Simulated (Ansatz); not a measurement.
CuAu: atoms shaken at random, then relaxed with the cell

All numbers below come from DFT, PBEsol, all-electron LAPW, scalar-relativistic in Ansatz 0.2.0.

Command: `ansatz run input.yaml --threads 1 --pin off --max-ram 2048MiB --backend cpu --events-out ev --progress --plain --runs-dir out` The run took 32 min on 1 thread of Arm Neoverse N1, with other jobs on the host.

```yaml
crystal:
  lattice:
    - [2.8107494552, 0.0, 0.0]
    - [0.0, 2.8107494552, 0.0]
    - [0.0, 0.0, 3.685]
  atoms:
    - { symbol: Cu, position: [0.4867252, 0.4979873, 0.50784331] }
    - { symbol: Au, position: [0.02239083, 0.00778298, -0.02309978] }
kpoints:
  mp_grid: { grid: [8, 8, 6] }
scf:
  occupations: { method: fermi_dirac, width: 0.05 }
hamiltonian:
  xc: pbesol
  pseudopotentials: { kind: all_electron, lapw: { basis_error: 0.001 } }
output:
  forces: true
  stress: true
relax:
  f_tol: 0.01
  max_steps: 80
  cell: {}
```

No spin–orbit coupling, which matters for the heavy atoms here.

The cell comes from COD entry 1510113, which wasn't checked; take it as a given geometry. It is an old determination, and later ones may differ. The listed cell was then made from it by scaling, straining or moving an atom.

Each frame lists the cell vectors (Å), then Cartesian positions (Å) and forces (eV/Å). Free energies count from the first step, -562080.6068 eV.

The walk took 12 evaluations in all; steps that aren't listed are left out.

Step 1: E = 0.0 meV, P = -1.80 GPa

```
cell 2.8107 0.0000 0.0000 0.0000 2.8107 0.0000 0.0000 0.0000 3.6850
Cu    1.3681    1.3997    1.8714     0.352   0.101  -0.763
Au    0.0629    0.0219   -0.0851    -0.352  -0.101   0.763
```

Step 2:

```
cell 2.7937 -0.0020 0.0135 -0.0020 2.8018 0.0037 0.0177 0.0048 3.5886
Cu    1.4002    1.4057    1.7835
Au    0.0296    0.0127   -0.0352
```

Step 3: E = -73.1 meV, P = -0.92 GPa

```
cell 2.8226 -0.0015 0.0061 -0.0015 2.8344 0.0017 0.0080 0.0022 3.5813
Cu    1.4269    1.4256    1.7633     0.003   0.001   0.055
Au    0.0133    0.0083   -0.0234    -0.003  -0.001  -0.055
```

Step 4: E = -74.5 meV, P = -0.02 GPa

```
cell 2.8252 -0.0007 0.0022 -0.0007 2.8368 0.0006 0.0028 0.0008 3.5552
Cu    1.4279    1.4270    1.7502    -0.011  -0.003   0.025
Au    0.0115    0.0078   -0.0254     0.011   0.003  -0.025
```

Step 5: E = -75.2 meV, P = -0.09 GPa

```
cell 2.8420 -0.0001 0.0002 -0.0001 2.8469 0.0000 0.0002 0.0001 3.5218
Cu    1.4341    1.4317    1.7341     0.000   0.000   0.000
Au    0.0129    0.0082   -0.0268     0.000   0.000   0.000
```

Step 6: E = -75.5 meV, P = -0.02 GPa

```
cell 2.8560 0.0001 -0.0002 0.0001 2.8533 0.0000 -0.0002 -0.0001 3.4934
Cu    1.4411    1.4350    1.7199    -0.001   0.000   0.001
Au    0.0129    0.0082   -0.0266     0.001   0.000  -0.001
```

Step 7: E = -76.4 meV, P = 0.65 GPa

```
cell 2.9364 0.0012 -0.0013 0.0012 2.9096 -0.0004 -0.0017 -0.0005 3.3094
Cu    1.4816    1.4636    1.6284    -0.003   0.000   0.003
Au    0.0131    0.0084   -0.0251     0.003   0.000  -0.003
```

Step 8: E = -76.5 meV, P = -0.08 GPa

```
cell 2.8769 0.0003 -0.0002 0.0003 2.8703 -0.0001 -0.0003 -0.0001 3.4452
Cu    1.4515    1.4435    1.6961     0.000   0.000   0.000
Au    0.0131    0.0083   -0.0263     0.000   0.000   0.000
```

Step 9: E = -77.7 meV, P = -0.11 GPa

```
cell 2.9117 0.0000 0.0000 0.0000 2.9170 0.0000 0.0000 0.0000 3.3443
Cu    1.4691    1.4669    1.6466     0.000   0.000   0.000
Au    0.0133    0.0084   -0.0255     0.000   0.000   0.000
```

Step 10: E = -77.9 meV, P = 0.01 GPa

```
cell 2.8967 0.0000 0.0000 0.0000 2.8964 0.0000 0.0000 0.0000 3.3850
Cu    1.4616    1.4566    1.6667     0.000   0.000   0.000
Au    0.0132    0.0084   -0.0258     0.000   0.000   0.000
```

(1) Give the energy and forces of step 2.

(2) How does the relaxation end?

Results:

(1) E = -64.4 meV, P = 2.65 GPa
```
Cu    1.4002    1.4057    1.7835     0.145   0.041  -0.135
Au    0.0296    0.0127   -0.0352    -0.145  -0.041   0.135
```

(2) It converges, with a = 2.902 Å, b = 2.902 Å, c = 3.372 Å, α = 90.00°, β = 90.00°, γ = 90.00° (conventional cell, space group P4/mmm). The last solve (on a basis chosen afresh for the final cell, so its energy is not quite comparable) gives E = -78.1 meV, P = 0.00 GPa:
```
cell 2.9018 0.0000 0.0000 0.0000 2.9017 0.0000 0.0000 0.0000 3.3723
Cu    1.4641    1.4592    1.6604     0.000   0.000   0.000
Au    0.0132    0.0084   -0.0257     0.000   0.000   0.000
```
